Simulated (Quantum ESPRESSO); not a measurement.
**Moving the pressure in Tc**

The cell as given:

```
Tc
1.0
     2.74000    0.00000    0.00000
    -1.37000    2.37291    0.00000
     0.00000    0.00000    4.39800
Tc
2
Direct
  0.66667 0.33333 0.75000
  0.33333 0.66667 0.25000
```

Kept alike: task relaxation of cell and atoms; functional LDA; k mesh 11 × 11 × 6; occupations fermi-dirac, width 0.05 eV; no spin polarisation. Program: Quantum ESPRESSO, SSSP 1.3 efficiency PBE, cutoff 939 eV. The mesh is that of the run's cell of 2 atoms. No spin-orbit coupling.

| pressure, P (GPa) | volume (Å³/atom) | first edge of the run's cell (Å) | third edge of the run's cell (Å) |
| --- | --- | --- | --- |
| 0 | 13.809 | 2.709 | 4.346 |
| 2 | 13.730 | 2.704 | 4.338 |
| 5 | 13.615 | 2.696 | 4.326 |
| 10 | 13.435 | 2.684 | 4.307 |
| 20 | 13.110 | 2.663 | 4.271 |
| 30 | 12.820 | 2.643 | 4.238 |

The relaxations keep at least the cell's symmetry (P6_3/mmc). For a metal such a mesh leaves the last digits unconverged. The runs follow the start's structure, whether or not it is the stable one at these pressures. P is the pressure aimed at, which the runs meet within some hundredths to tenths of a GPa. All rows use potentials made for PBE.

The volume falls from 13.809 to 12.820 Å³/atom between 0 and 30 GPa. The volume falls ever more slowly, since the solid stiffens under load. At the pressures aimed at, which the runs meet within some tenths of a GPa, the step from 0 to 5 GPa gives a mean bulk modulus near 353 GPa, the last step 447 GPa. The first edge of the run's cell falls from 2.709 to 2.643 Å between 0 and 30 GPa. The third edge of the run's cell falls from 4.346 to 4.238 Å between 0 and 30 GPa.
